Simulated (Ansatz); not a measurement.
# AlRu (begun as WC type, now distorted WC) under strong compression

```
Ru Al
1.0
     2.89553    0.00000    0.00000
    -1.44777    2.50761    0.00000
     0.00000    0.00000    3.89244
Ru Al
1 1
Cartesian
  0.0000 0.0000 0.0000
  0.0000 1.6717 1.9462
```

The cell comes from a relaxation on PAW files under the same functional, begun from a prototype that needn't be the stable phase.

The start type wasn't kept: the relaxed cell is distorted WC.

Its volume is scaled, and at each volume shape and atoms are relaxed on PAW files; all methods then take that cell.

All numbers are PBE results (scalar-relativistic) from Ansatz 0.2.0, with a Γ-centred 13×13×12 k mesh, Fermi–Dirac smearing of 0.05 eV, no spin polarisation. Methods: LAPW: all electrons, basis error target 1 meV/atom; PAW: frozen-core files, cutoff 420 eV; crystal datasets: all electrons, by PAW datasets that the program makes for each cell; norm-conserving: pseudopotentials, cutoff 1143 eV; PAW (partial waves polarizable): frozen-core files, cutoff 420 eV.

Energies are extrapolated to zero smearing and count from the unscaled cell; pressure is positive in compression; gaps take the mesh and a band path. No temperature or zero-point motion is included.

| V/V0 | V (Å³/atom) | P LAPW (GPa) | ΔE LAPW (eV/atom) | P PAW − LAPW (GPa) | ΔE PAW − LAPW (meV/atom) | space group | shortest distance (Å) |
| --- | --- | --- | --- | --- | --- | --- | --- |
| 1.00 | 14.13 | -0.04 | 0.000 | 0.05 | 0.0 | P-6m2 | 2.566 |
| 0.94 | 13.28 | 13.30 | 0.033 | 0.09 | 0.4 | P-6m2 | 2.520 |
| 0.88 | 12.44 | 32.0 | 0.150 | 0.14 | 1.0 | P-6m2 | 2.470 |
| 0.80 | 11.30 | ? | ? | ? | ? | ? | ? |
| 0.72 | 10.17 | 127.6 | 1.173 | 0.46 | 5.0 | P-6m2 | 2.317 |
| 0.64 | 9.04 | 222.4 | 2.381 | 0.74 | 9.2 | P-6m2 | 2.228 |
| 0.55 | 7.77 | 406.7 | 4.806 | 0.79 | 15.9 | P-6m2 | 2.115 |

(1) Fit the Vinet equation to the LAPW pressures shown (residuals weighted by 1/(|P| + 0.03·Pmax)), and predict the pressure of the withheld row.

(2) From the table, what is the rise of the enthalpy H = E + pV up to the last row, and how stiff is the crystal between the last two rows?

(3) At the smallest volume, how far do crystal datasets and norm-conserving and PAW (partial waves polarizable) lie from LAPW in pressure?

(4) How do the Löwdin populations by LAPW change from the unscaled cell to the last row?

Results:

(1) The fit gives V0 = 14.13 Å³/atom, B0 = 187 GPa and B0′ = 4.66. At 11.30 Å³/atom, x = (V/V0)^(1/3) = 0.9284, and P = 3·B0·(1 − x)/x²·exp[1.5·(B0′ − 1)·(1 − x)] = 69.0 GPa. The run itself gave 69.0 GPa (0.0 % off) and ΔE = 0.496 eV/atom.

(2) ΔH = 4.806 eV + (406.7 GPa × 7.77 Å³ + 0.04 GPa × 14.13 Å³) × 0.006242 eV/(GPa·Å³) = 24.54 eV/atom, of which pV makes 80 %. The mean bulk modulus there is −ΔP/Δln V = 1220 GPa.

(3) crystal datasets: 0.00 GPa; norm-conserving: -1.77 GPa; PAW (partial waves polarizable): +0.79 GPa, on a LAPW pressure of 406.7 GPa.

(4) Ru 4s 1.93 → 1.84, Ru 5s 0.52 → 0.47, Ru 4p 5.98 → 5.95, Ru 4d 7.50 → 7.94, Al 2s 1.98 → 1.94, Al 3s 0.91 → 0.70, Al 3p 2.10 → 2.06 electrons an atom. These are projections on the shells that the free atoms fill; 0.10 e a cell lies outside them at the start and 0.13 e at the end.
